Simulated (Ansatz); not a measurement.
## Bi$_{2}$Se$_{3}$: computed properties

These are results of Ansatz, DFT PBE, scalar-relativistic, plane waves, PAW, not measurements.

Plane waves to 420 eV, a k mesh through Γ of 6×6×6 on the computed 5-atom cell and Gaussian smearing (0.02 eV); no spin polarisation.

The structure is relaxed at this level of theory with its symmetry kept.

```cif
data_structure
_symmetry_space_group_name_H-M 'P 1'
_symmetry_Int_Tables_number 1
_cell_length_a 10.7104
_cell_length_b 10.7104
_cell_length_c 10.7104
_cell_angle_alpha 22.545
_cell_angle_beta 22.545
_cell_angle_gamma 22.545
_cell_volume 158.44
loop_
_atom_site_label
_atom_site_type_symbol
_atom_site_fract_x
_atom_site_fract_y
_atom_site_fract_z
_atom_site_occupancy
Bi1 Bi 0.39559 0.39559 0.39559 1
Bi2 Bi 0.60441 0.60441 0.60441 1
Se1 Se 0.00000 0.00000 0.00000 1
Se2 Se 0.22103 0.22103 0.22103 1
Se3 Se 0.77897 0.77897 0.77897 1
```

```json
{"Space group": "R-3m (No. 166)", "Volume per atom": "31.69 Å³", "Formation energy from the elements' standard states (uncorrected)": "-0.391 eV/atom", "Kohn–Sham band gap": "0.69 eV", "Löwdin character of the top 1 eV of the valence band": "Se 4p 89 %", "Löwdin character of the lowest 1 eV of the conduction band": "Bi 6p 65 %, Se 4p 22 %, Se 4s 9 %", "Bader charges (e)": "Bi (2 in the cell) 1.04, Se (1 in the cell) -0.84, Se (2 in the cell) -0.62"}
```

Spin-orbit coupling is left out, which matters for the bands of heavy elements. The cell holds layers, and where no dispersion correction was added their binding is poorly described.